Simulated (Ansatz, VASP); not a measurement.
**Ca: VASP beside Ansatz**

The input INCAR:

```
PREC = Accurate
ENCUT = 520
EDIFF = 1E-6
ISMEAR = -1
SIGMA = 0.05
LREAL = False
LASPH = True
NELM = 100
ALGO = Fast
ISIF = 2
LWAVE = False
LCHARG = False
GGA = PS
NBANDS = 17
```

File KPOINTS:

```
Automatic mesh
0
Gamma
  8 8 4
```

File POSCAR:

```
Ca
1.0
    3.9800000000      0.0000000000      0.0000000000
   -1.9900000000      3.4467811071      0.0000000000
    0.0000000000      0.0000000000      6.5200000000
Ca
2
Direct
    0.6666666667      0.3333333333      0.7500000000
    0.3333333333      0.6666666667      0.2500000000
```

input.yaml

```yaml
crystal:
  lattice:
    - [3.98, 0.0, 0.0]
    - [-1.99, 3.4467811071, 0.0]
    - [0.0, 0.0, 6.52]
  atoms:
    - { symbol: Ca, position: [0.6666666667, 0.3333333333, 0.75] }
    - { symbol: Ca, position: [0.3333333333, 0.6666666667, 0.25] }
kpoints:
  mp_grid: { grid: [8, 8, 4] }
  band_path:
    path:
      - [0.0, 0.0, 0.0]
      - [0.5, 0.0, 0.0]
      - [0.3333333333, 0.3333333333, 0.0]
      - [0.0, 0.0, 0.0]
      - [0.0, 0.0, 0.5]
      - [0.5, 0.0, 0.5]
      - [0.3333333333, 0.3333333333, 0.5]
      - [0.0, 0.0, 0.5]
    npoints: 10
scf:
  occupations: { method: fermi_dirac, width: 0.05 }
hamiltonian:
  xc: pbesol
  pseudopotentials: { kind: all_electron, lapw: { basis_error: 0.001 } }
output:
  forces: true
  stress: true
  eigenvalues: true
```

Alike in both runs: functional PBEsol; k mesh 8 × 8 × 4; occupations fermi-dirac, width 0.05 eV; no spin polarisation.

```csv
,VASP,Ansatz
version,VASP 6.6.1,Ansatz 0.2.0
potentials or method,"VASP PAW PBE potentials, release 64 (Ca_sv)","all-electron LAPW, scalar-relativistic"
plane-wave cutoff (eV),520,see its input
task,single point,band structure
```

|  | VASP | Ansatz | Ansatz less VASP |
| --- | --- | --- | --- |
| gap on the k mesh at the Fermi level (eV) | none | none | - |
| pressure (GPa) | -1.4 | -1.4 | 0.00 |
| largest component of the traceless stress (GPa) | 0.16 | 0.16 | -0.002 |

A gap of «none» marks a metal or a gap that the smearing closes. Ansatz ran all-electron here, so the differences hold the error of VASP's frozen core and of both bases.

Caveats: the PAW data sets were made with another functional, which shifts forces and pressure a little (VASP).
